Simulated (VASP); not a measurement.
# O (C2/m) in VASP: reference runs

How does O come out in PBE? The cell is run as given and disturbed, and energy against volume gives the equilibrium volume and stiffness.

All numbers are computed with VASP 6.6.1; they aren't measurements. Logs are shortened: lines on timing, memory, paths and dates and some standing lists are left out, and cuts for length are marked.

### 1 The crystal as given

It takes space group C2/m (No. 12, monoclinic). Conventional cell: a = 5.703 Å, b = 3.325 Å, c = 4.363 Å, α = 90.00°, β = 123.29°, γ = 90.00°. O (site symmetry m) has 1 O at 1.22 Å as nearest neighbours.

### 2 Single point, PBE

Input file INCAR:

```
SYSTEM = O
PREC = Accurate
ENCUT = 520
EDIFF = 1E-7
ISMEAR = -1
SIGMA = 0.05
LREAL = .FALSE.
LASPH = .TRUE.
NELM = 60
ALGO = Normal
ISIF = 2
LWAVE = .FALSE.
LCHARG = .FALSE.
GGA = PE
NBANDS = 13
```

Input file KPOINTS:

```
regular mesh
0
G
  10 10 7
  0 0 0
```

Input file POSCAR:

```
O
1.0
    2.8514028533     -1.6624159400      0.0000000000
    2.8514028533      1.6624159400      0.0000000000
   -2.3944914034      0.0000000000      3.6470501824
O
2
Direct
    0.9745461700      0.9745461700      0.8444259800
    0.0254538300      0.0254538300      0.1555740200
```

Potentials or basis: VASP PAW PBE potentials, release 64 (O).

On the command line:

```
cat potpaw_PBE.64/O/POTCAR > POTCAR
mpirun -np 1 vasp_std > vasp.out
```

OUTCAR:

```text
SYSTEM = O
   PREC = Accurate
   ENCUT = 520
   EDIFF = 1E-7
   ISMEAR = -1
   LREAL = .FALSE.
   LASPH = .TRUE.
   NELM = 60
   ISIF = 2
   GGA = PE

 ion  position               nearest neighbor table
   1  0.975  0.975  0.844-   2 1.22
   2  0.025  0.025  0.156-   1 1.22

  LATTYP: Found a base centered monoclinic cell.
 ALAT       =     5.7028057066
 B/A-ratio  =     0.5830168607
 C/A-ratio  =     0.7650377976
 COS(beta)  =    -0.5488350190

  Lattice vectors:

 A1 = (   2.8514028533,  -1.6624159400,   0.0000000000)
 A2 = (   2.8514028533,   1.6624159400,   0.0000000000)
 A3 = (  -2.3944914034,   0.0000000000,   3.6470501824)

Analysis of symmetry for initial positions (statically):
=====================================================================
 Subroutine PRICEL returns:
 Original cell was already a primitive cell.

 Routine SETGRP: Setting up the symmetry group for a
 base centered monoclinic supercell.

 Subroutine GETGRP returns: Found  4 space group operations
 (whereof  4 operations were pure point group operations)
 out of a pool of  4 trial point group operations.

The static configuration has the point symmetry C_2h.

Analysis of symmetry for dynamics (positions and initial velocities):
=====================================================================
 Subroutine PRICEL returns:
 Original cell was already a primitive cell.

 Routine SETGRP: Setting up the symmetry group for a
 base centered monoclinic supercell.

 Subroutine GETGRP returns: Found  4 space group operations
 (whereof  4 operations were pure point group operations)
 out of a pool of  4 trial point group operations.

The dynamic configuration has the point symmetry C_2h.

 Subroutine INISYM returns: Found  4 space group operations
 (whereof  4 operations are pure point group operations),
 and found     1 'primitive' translations

----------------------------------------------------------------------------------------

                                     Primitive cell

  volume of cell :      34.5756

  direct lattice vectors                    reciprocal lattice vectors
     2.851402853 -1.662415940  0.000000000     0.175352283 -0.300767087  0.115128532
     2.851402853  1.662415940  0.000000000     0.175352283  0.300767087  0.115128532
    -2.394491403  0.000000000  3.647050182     0.000000000  0.000000000  0.274194198

  length of vectors
     3.300624939  3.300624939  4.362861918     0.366693118  0.366693118  0.274194198

  position of ions in fractional coordinates (direct lattice)
     0.974546170  0.974546170  0.844425980
     0.025453830  0.025453830  0.155574020

  ion indices of the primitive-cell ions
   primitive index   ion index
                 1           1
                 2           2

----------------------------------------------------------------------------------------

 KPOINTS: regular mesh

Automatic generation of k-mesh.
 Grid dimensions read from file:
 generate k-points for:   10   10    7

 Generating k-lattice:

  Cartesian coordinates                     Fractional coordinates (reciprocal lattice)
     0.017535228 -0.030076709  0.011512853     0.100000000  0.000000000  0.000000000
     0.017535228  0.030076709  0.011512853     0.000000000  0.100000000  0.000000000
     0.000000000  0.000000000  0.039170600     0.000000000  0.000000000  0.142857143

  Length of vectors
     0.036669312  0.036669312  0.039170600

  Shift w.r.t. Gamma in fractional coordinates (k-lattice)
     0.000000000  0.000000000  0.000000000

 Subroutine IBZKPT returns following result:
 ===========================================

 Found    196 irreducible k-points:

 Following reciprocal coordinates:
            Coordinates               Weight
  0.000000  0.000000  0.000000      1.000000
  0.100000 -0.000000  0.000000      4.000000
  0.200000 -0.000000  0.000000      4.000000
  0.300000  0.000000  0.000000      4.000000
  0.400000 -0.000000  0.000000      4.000000
  0.500000  0.000000  0.000000      2.000000
[... 42 lines left out ...]
 -0.200000  0.100000  0.142857      4.000000
 -0.100000  0.100000  0.142857      4.000000
 [... further k-points ...]
   k-points           NKPTS =    196   k-points in BZ     NKDIM =    196   number of bands    NBANDS=     13
   number of dos      NEDOS =    301   number of ions     NIONS =      2
   total plane-waves  NPLWV =  25088
   dimension x,y,z NGX =    28 NGY =   28 NGZ =   32
   dimension x,y,z NGXF=    56 NGYF=   56 NGZF=   64
   ions per type =               2
   NGX,Y,Z   is equivalent  to a cutoff of  14.10, 14.10, 12.19 a.u.
   NGXF,Y,Z  is equivalent  to a cutoff of  28.21, 28.21, 24.39 a.u.
 SYSTEM =  O
   PREC   = accura    normal or accurate (medium, high low for compatibility)
   ISTART =      0    job   : 0-new  1-cont  2-samecut
   ICHARG =      2    charge: 1-file 2-atom 10-const
   ISPIN  =      1    spin polarized calculation?
   LNONCOLLINEAR =      F non collinear calculations
   LSORBIT =      F    spin-orbit coupling
   LASPH  =      T    aspherical Exc in radial PAW
   ENCUT  =  520.0 eV  38.22 Ry    6.18 a.u.   6.14  6.14  8.11*2*pi/ulx,y,z
   NELM   =     60;   NELMIN=  2; NELMDL= -5     # of ELM steps
   EDIFF  = 0.1E-06   stopping-criterion for ELM
   LREAL  =      F    real-space projection
[... 7 lines left out ...]
   TEBEG  =    0.0;   TEEND  =   0.0 temperature during run
   PSTRESS=    0.0 pullay stress
   NELECT =      12.0000    total number of electrons
   NUPDOWN=      -1.0000    fix difference up-down
   EMIN   =  10.00;   EMAX   =-10.00  energy-range for DOS
   EFERMI =   0.00;   METHOD = LEGACY
   ISMEAR =    -1;   SIGMA  =   0.05  broadening in eV -4-tet -1-fermi 0-gaus
   EFERMI_NEDOS =   21; number of points for ismear=-14 and -15
   IALGO  =     38    algorithm
   IMIX   =      4    mixing-type and parameters
     AMIX     =   0.40;   BMIX     =  1.00
     AMIX_MAG =   1.60;   BMIX_MAG =  1.00
  volume/ion in A,a.u.               =      17.29       116.66
  Fermi-wavevector in a.u.,A,eV,Ry     =   1.150479  2.174089 18.008688  1.323601
  Thomas-Fermi vector in A             =   2.287142
   LORBIT       =      0    0 simple, 1 ext, 2 COOP (PROOUT), +10 PAW based schemes
   GGA     = PE    functional components
   LHFCALC =     F    Hartree Fock is set to
   AEXX    =    0.0000 exact exchange contribution
   IVDW    =     0    specifies the selected vdW correction
   LEPSILON=     F    determine dielectric tensor
   LRPA    =     F    only Hartree local field effects (RPA)
 non-spin polarized calculation
  energy-cutoff  :      520.00
  volume of cell :       34.58
 maximum number of plane-waves:       948
 NGX is ok and might be reduce to    28
   NGX = 13   NGY = 13   NGZ = 17

 number of electron      11.9999999 magnetization

 Free energy of the ion-electron system (eV)
  ---------------------------------------------------
  ext. energy  EPLUGINS =         0.00000000
  ---------------------------------------------------
  free energy    TOTEN  =        -9.06938677 eV

  energy without entropy =       -9.01638992  energy(sigma->0) =       -9.04288835

 E-fermi :  -1.8407     XC(G=0):  -7.4428

 val. band max:       -1.8435864055   @ k =   0.4000   0.3000   0.0000
 cond. band min:      -1.8401898086   @ k =  -0.1000  -0.3000   0.1429
 fundamental gap:      0.0033965969
 Fermi energy:        -1.8406570085

 k-point     1 :       0.0000    0.0000    0.0000
  band No.  band energies     occupation
      1     -28.3432      2.00000
      2     -15.6134      2.00000
      3      -9.6317      2.00000
      4      -8.0987      2.00000
      5      -8.0622      2.00000
      6      -1.9354      1.73880
      7      -1.6572      0.04972
      8       4.8847      0.00000
      9       8.6228      0.00000
     10      12.4489      0.00000
     11      13.6255      0.00000
     12      16.2725      0.00000
     13      17.3079      0.00000

 k-point     2 :       0.1000   -0.0000    0.0000
  band No.  band energies     occupation
      1     -28.3327      2.00000
      2     -15.6168      2.00000
      3      -9.6138      2.00000
      4      -8.1724      2.00000
      5      -8.0844      2.00000
      6      -1.9210      1.66596
      7      -1.6952      0.10333
      8       5.0998      0.00000
      9       8.6115      0.00000
     10      12.1720      0.00000
     11      14.0597      0.00000
     12      15.4600      0.00000
     13      17.0144      0.00000

 k-point     3 :       0.2000   -0.0000    0.0000
  band No.  band energies     occupation
      1     -28.3055      2.00000
      2     -15.6249      2.00000
      3      -9.5617      2.00000
      4      -8.3837      2.00000
      5      -8.1242      2.00000
      6      -1.9075      1.58404
      7      -1.7699      0.39078
      8       5.6997      0.00000
      9       8.5832      0.00000
     10      11.8982      0.00000
     11      13.4779      0.00000
     12      15.4250      0.00000
     13      15.9926      0.00000
[... 561 lines left out ...]
 k-point    39 :      -0.3000    0.0000    0.1429
  band No.  band energies     occupation
      1     -28.2737      2.00000
      2     -15.6301      2.00000
      3      -9.4673      2.00000
      4      -8.5817      2.00000
      5      -8.2029      2.00000
      6      -1.9929      1.90919
      7      -1.8759      1.33864
      8       6.3307      0.00000
      9       8.3760      0.00000
     10      12.2645      0.00000
     11      13.6840      0.00000
     12      13.9697      0.00000
     13      15.3403      0.00000

 k-point    40 :      -0.2000    0.0000    0.1429
  band No.  band energies     occupation
      1     -28.3060      2.00000
      2     -15.6384      2.00000
      3      -9.5020      2.00000
      4      -8.3483      2.00000
      5      -8.1535      2.00000
      6      -1.9440      1.77536
      7      -1.8040      0.64862
      8       5.5165      0.00000
      9       8.4689      0.00000
     10      12.5950      0.00000
     11      13.6772      0.00000
     12      14.8166      0.00000
     13      15.9179      0.00000

 [... further k-points ...]
[... 5 lines left out ...]
  --------------------------------------------------------------------------------------
  -------------------------------------------------------------------------------------
  Total        0.1527271     -0.6942348      0.3956711      0.0000000      0.0000000     -0.1766974
  in kB        7.0771229    -32.1696941     18.3347442      0.0000000      0.0000000     -8.1878647
  external PRESSURE =      -2.2526090 kB  Pullay stress =       0.0000000 kB

 VOLUME and BASIS-vectors are now :
 -----------------------------------------------------------------------------
  energy-cutoff  :      520.00
  volume of cell :       34.58
      direct lattice vectors                 reciprocal lattice vectors
     2.851402853 -1.662415940  0.000000000     0.175352283 -0.300767087  0.115128532
     2.851402853  1.662415940  0.000000000     0.175352283  0.300767087  0.115128532
    -2.394491403  0.000000000  3.647050182     0.000000000  0.000000000  0.274194198

 POSITION                                       TOTAL-FORCE (eV/Angst)
 -----------------------------------------------------------------------------------
      3.53568      0.00000      3.07966         0.161448      0.000000     -0.839821
     -0.22736      0.00000      0.56739        -0.161448      0.000000      0.839821
 -----------------------------------------------------------------------------------
    total drift:                                0.000000      0.000000      0.000000

  FREE ENERGIE OF THE ION-ELECTRON SYSTEM (eV)
  ---------------------------------------------------
  free  energy   TOTEN  =        -9.0693867729 eV

  energy  without entropy=       -9.0163899208  energy(sigma->0) =       -9.04288835
```

It took 32 s on 1 thread of AMD EPYC 9R45 (Zen 5), shared host; peak memory 0.16 GiB.

What came out:

- Free energy: -9.0694 eV
- Pressure: -0.2 GPa
- Largest force: 0.855 eV/Å
- Band gap on the k mesh: none (metal or under the smearing width)

Forces in eV/Å, atoms in the order of the input:
```
O    0.161  0.000 -0.840
O   -0.161  0.000  0.840
```

Caveat: the standard files for N, O and F lose accuracy on very short bonds; spin is off for a triplet molecule.

### 3 Single point, PBE (atoms moved at random, drawn with an rms of 0.05 Å)

Edit INCAR of step 2 so:

```diff
@@ -8,3 +8,3 @@
 LASPH = .TRUE.
-NELM = 60
+NELM = 80
 ALGO = Normal
```

Input file KPOINTS:

```
Automatic mesh
0
G
  10 10 7
  0 0 0
```

Input file POSCAR:

```
O
1.0
    2.8514028533     -1.6624159400      0.0000000000
    2.8514028533      1.6624159400      0.0000000000
   -2.3944914034      0.0000000000      3.6470501824
O
2
Direct
    0.9759870000      0.9781390000      0.8392170000
    0.0063250000      0.0450590000      0.1663370000
```

Potentials or basis: VASP PAW PBE potentials, release 64 (O).

On the command line:

```
cat potpaw_PBE.64/O/POTCAR > POTCAR
mpirun -np 1 vasp_std > vasp.out
```

OUTCAR:

```text
SYSTEM = O
   PREC = Accurate
   ENCUT = 520
   EDIFF = 1E-7
   ISMEAR = -1
   LREAL = .FALSE.
   LASPH = .TRUE.
   NELM = 80
   ISIF = 2
   GGA = PE

 ion  position               nearest neighbor table
   1  0.976  0.978  0.839-   2 1.30
   2  0.006  0.045  0.166-   1 1.30

  LATTYP: Found a base centered monoclinic cell.
 ALAT       =     5.7028057066
 B/A-ratio  =     0.5830168607
 C/A-ratio  =     0.7650377976
 COS(beta)  =    -0.5488350190

  Lattice vectors:

[... 844 lines left out ...]
      5      -7.6534      2.00000
      6      -2.3177      0.84208
      7      -2.0404      0.00566
      8       5.8752      0.00000
      9       7.2703      0.00000
     10      10.0507      0.00000
     11      12.6219      0.00000
     12      14.0589      0.00000
     13      16.3663      0.00000

 [... further k-points ...]
[... 5 lines left out ...]
  --------------------------------------------------------------------------------------
  -------------------------------------------------------------------------------------
  Total       -0.5950986     -0.6646016     -4.4128072      0.0801818     -0.2092514      1.7360926
  in kB      -27.5758868    -30.7965408   -204.4822094      3.7154938     -9.6963660     80.4476693
  external PRESSURE =     -87.6182123 kB  Pullay stress =       0.0000000 kB

 VOLUME and BASIS-vectors are now :
 -----------------------------------------------------------------------------
  energy-cutoff  :      520.00
  volume of cell :       34.58
      direct lattice vectors                 reciprocal lattice vectors
     2.851402853 -1.662415940  0.000000000     0.175352283 -0.300767087  0.115128532
     2.851402853  1.662415940  0.000000000     0.175352283  0.300767087  0.115128532
    -2.394491403  0.000000000  3.647050182     0.000000000  0.000000000  0.274194198

 POSITION                                       TOTAL-FORCE (eV/Angst)
 -----------------------------------------------------------------------------------
      3.56250      0.00358      3.06067        -1.475523      0.199033      3.190835
     -0.25178      0.06439      0.60664         1.475523     -0.199033     -3.190835
 -----------------------------------------------------------------------------------
    total drift:                               -0.000003      0.000004      0.000028

  FREE ENERGIE OF THE ION-ELECTRON SYSTEM (eV)
  ---------------------------------------------------
  free  energy   TOTEN  =        -8.9490826294 eV

  energy  without entropy=       -8.8965965006  energy(sigma->0) =       -8.92283956
```

OSZICAR:

```text
N       E                     dE             d eps       ncg     rms          rms(c)
DAV:   1     0.416615733040E+02    0.41662E+02   -0.60165E+03  9216   0.817E+02
DAV:   2    -0.731509886291E+01   -0.48977E+02   -0.47249E+02 12100   0.174E+02
DAV:   3    -0.917899589326E+01   -0.18639E+01   -0.18215E+01 10350   0.320E+01
DAV:   4    -0.918665076278E+01   -0.76549E-02   -0.76522E-02 10548   0.245E+00
DAV:   5    -0.918668647215E+01   -0.35709E-04   -0.35709E-04 10569   0.160E-01    0.427E+00
DAV:   6    -0.899028758324E+01    0.19640E+00   -0.18847E-01 10137   0.377E+00    0.228E+00
DAV:   7    -0.894759283846E+01    0.42695E-01   -0.17280E-01  9957   0.354E+00    0.435E-01
DAV:   8    -0.894898540038E+01   -0.13926E-02   -0.16662E-02  9362   0.945E-01    0.107E-01
DAV:   9    -0.894907553430E+01   -0.90134E-04   -0.15161E-04 11274   0.113E-01    0.286E-02
DAV:  10    -0.894908287372E+01   -0.73394E-05   -0.35071E-05 10042   0.467E-02    0.139E-02
DAV:  11    -0.894908236105E+01    0.51267E-06   -0.38360E-06 10662   0.190E-02    0.153E-03
DAV:  12    -0.894908255809E+01   -0.19704E-06   -0.61041E-07 10113   0.704E-03    0.187E-03
DAV:  13    -0.894908262941E+01   -0.71319E-07   -0.46420E-08  7110   0.198E-03
   1 F= -.89490826E+01 E0= -.89228396E+01  d E =-.524861E-01
```

stdout:

```text
POSCAR found type information on POSCAR O
 POSCAR found :  1 types and       2 ions
 scaLAPACK will be used
 LDA part: xc-table for (Slater+PW92), standard interpolation
 POSCAR, INCAR and KPOINTS ok, starting setup
 FFT: planning ... GRIDC
 FFT: planning ... GRID_SOFT
 FFT: planning ... GRID
 WAVECAR not read
 entering main loop
```

Wall time 71 s (1 thread of AMD EPYC 9R45 (Zen 5), shared host); peak memory 0.21 GiB.

Results:

* Free energy: -8.9491 eV
* Pressure: -8.8 GPa
* Largest force: 3.521 eV/Å
* Band gap on the k mesh: none (metal or under the smearing width)

Forces in eV/Å, atoms in the order of the input:
```
O   -1.476  0.199  3.191
O    1.476 -0.199 -3.191
```

Stress tensor (GPa, compression positive):
```
 -2.76   0.37   8.04
  0.37  -3.08  -0.97
  8.04  -0.97 -20.45
```

Caveat: spin is off for a triplet molecule.

### 4 Equation of state, PBE, 16.25 Å³/atom (volume scaled by 0.94)

Input file INCAR:

```
  PREC = Accurate
  ENCUT = 520
  EDIFF = 1E-7
  ISMEAR = -1
  SIGMA = 0.05
  LREAL = False
  LASPH = True
  NELM = 80
  ALGO = Normal
  ISIF = 2
  LWAVE = False
  LCHARG = False
  GGA = PE
  NBANDS = 13
```

Input file KPOINTS:

```
Automatic mesh
0
Gamma
  10 10 7
```

Input file POSCAR:

```
O
1.0
    2.7931946254     -1.6284795617      0.0000000000
    2.7931946254      1.6284795617      0.0000000000
   -2.3456105162      0.0000000000      3.5725996965
O
2
Direct
    0.9745461700      0.9745461700      0.8444259800
    0.0254538300      0.0254538300      0.1555740200
```

On the command line:

```
cat potpaw_PBE.64/O/POTCAR > POTCAR
mpirun -np 1 vasp_std > vasp.out
```

It took 30 s on 1 thread of AMD EPYC 9R45 (Zen 5), shared host; peak memory 0.15 GiB.

Results (log left out):

| Property | Result |
| --- | --- |
| Free energy | -9.0430 eV |
| Pressure | 3.9 GPa |
| Largest force | 2.929 eV/Å |
| Band gap on the k mesh | none (metal or under the smearing width) |

Caveat: the standard files for N, O and F lose accuracy on very short bonds; spin is off for a triplet molecule; forces of over 1 eV/Å show positions far from the minimum, so gaps and moduli don't describe the material at rest.

### 5 Equation of state, PBE, 16.60 Å³/atom (volume scaled by 0.96)

Input file INCAR:

```
ALGO = Normal
EDIFF = 1E-7
ENCUT = 520
GGA = PE
ISIF = 2
ISMEAR = -1
LASPH = T
LCHARG = F
LREAL = F
LWAVE = F
NBANDS = 13
NELM = 80
PREC = Accurate
SIGMA = 0.05
```

Input file KPOINTS:

```
k-points
0
Gamma
  10 10 7
```

Input file POSCAR:

```
O
1.0
    2.8128656582     -1.6399481055      0.0000000000
    2.8128656582      1.6399481055      0.0000000000
   -2.3621294444      0.0000000000      3.5977596782
O
2
Direct
    0.9745461700      0.9745461700      0.8444259800
    0.0254538300      0.0254538300      0.1555740200
```

On the command line:

```
cat potpaw_PBE.64/O/POTCAR > POTCAR
mpirun -np 1 vasp_std > vasp.out
```

Wall time 31 s (1 thread of AMD EPYC 9R45 (Zen 5), shared host); peak memory 0.15 GiB.

The run converged. Its results:

- Free energy: -9.0579 eV
- Pressure: 2.4 GPa
- Largest force: 2.184 eV/Å
- Band gap on the k mesh: none (metal or under the smearing width)

Caveat: the standard files for N, O and F lose accuracy on very short bonds; spin is off for a triplet molecule; forces of over 1 eV/Å show positions far from the minimum, so gaps and moduli don't describe the material at rest.

[end of part 1 of 2]
